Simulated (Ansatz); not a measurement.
A run of Ansatz 0.2.0:

Contents of input.yaml:

```yaml
crystal:
  lattice:
    - [2.7058, 0.0, 0.0]
    - [-1.3529, 2.3432915376, 0.0]
    - [0.0, 0.0, 4.2819]
  atoms:
    - { symbol: Ru, position: [0.672362, 0.343846, 0.745184] }
    - { symbol: Ru, position: [0.321574, 0.680431, 0.243667] }
hamiltonian:
  xc: pbesol
  pseudopotentials: { kind: paw }
kpoints:
  mp_grid: { grid: [11, 11, 6] }
scf:
  occupations: { method: fermi_dirac, width: 0.05 }
output:
  forces: true
  stress: true
  eigenvalues: true
  write_density: true
  write_potential: true
  elf: true
  volumetric_format: npy
```

Potentials or basis: Ansatz PAW.

Run with:

```bash
$ ansatz run input.yaml --threads 2 --pin off --max-ram 5632MiB --backend cpu --events-out ev --progress --plain --runs-dir out
```

Hardware: 2 threads of Arm Neoverse V1 (shared host).

Question: How long does it take, and how much memory?

Answer: It took 6.9 s on 2 threads of Arm Neoverse V1, on a shared host, peak memory 0.42 GiB. Counts: scf iterations 6, plane waves 537, k points 364, bands 20.
